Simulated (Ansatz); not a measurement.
Relax this structure to zero stress and force, keeping its symmetry:

```cif
data_structure
_symmetry_space_group_name_H-M 'I4_1md'
_symmetry_Int_Tables_number 109
_cell_length_a 3.4517
_cell_length_b 3.4517
_cell_length_c 11.6800
_cell_angle_alpha 90.000
_cell_angle_beta 90.000
_cell_angle_gamma 90.000
_cell_volume 139.16
loop_
_atom_site_label
_atom_site_type_symbol
_atom_site_symmetry_multiplicity
_atom_site_Wyckoff_symbol
_atom_site_fract_x
_atom_site_fract_y
_atom_site_fract_z
_atom_site_occupancy
Nb1 Nb 4 a 0.00000 0.00000 0.75000 1
As1 As 4 a 0.00000 0.00000 0.16600 1
```

All numbers below come from Ansatz, DFT PBEsol, scalar-relativistic, plane waves, PAW.

Settings: cutoff 420 eV, Γ-centred mesh 18×18×18 on the computed 4-atom cell, Gaussian smearing of 0.10 eV; no spin polarisation.

Q: What does it relax to?

A: The volume falls by 0.25 Å³/atom to 17.14 Å³/atom, and the energy falls by 3.8 meV/atom. Final structure:
```cif
data_structure
_symmetry_space_group_name_H-M 'I4_1md'
_symmetry_Int_Tables_number 109
_cell_length_a 3.4393
_cell_length_b 3.4393
_cell_length_c 11.5931
_cell_angle_alpha 90.000
_cell_angle_beta 90.000
_cell_angle_gamma 90.000
_cell_volume 137.13
loop_
_atom_site_label
_atom_site_type_symbol
_atom_site_symmetry_multiplicity
_atom_site_Wyckoff_symbol
_atom_site_fract_x
_atom_site_fract_y
_atom_site_fract_z
_atom_site_occupancy
Nb1 Nb 4 a 0.50000 0.50000 0.24874 1
As1 As 4 a 0.00000 0.00000 0.16726 1
```

Course of the relaxation (steps run on the plane waves of an earlier cell, and the basis is chosen afresh near the end, so energy and pressure can step there; trial steps that raised the energy were taken back; energies are free energies):

| step | E − E_final (meV/atom) | largest force component (eV/Å) | P (GPa) | V (Å³/atom) |
| --- | --- | --- | --- | --- |
| 1 | 3.8 | 0.286 | -2.37 | 17.39 |
| 2 | 3.5 | 0.163 | 2.98 | 16.85 |
| 3 | 0.0 | 0.006 | -0.02 | 17.14 |
| 4 | 0.0 | 0.000 | 0.00 | 17.14 |
| 5 | 0.0 | 0.000 | 0.00 | 17.14 |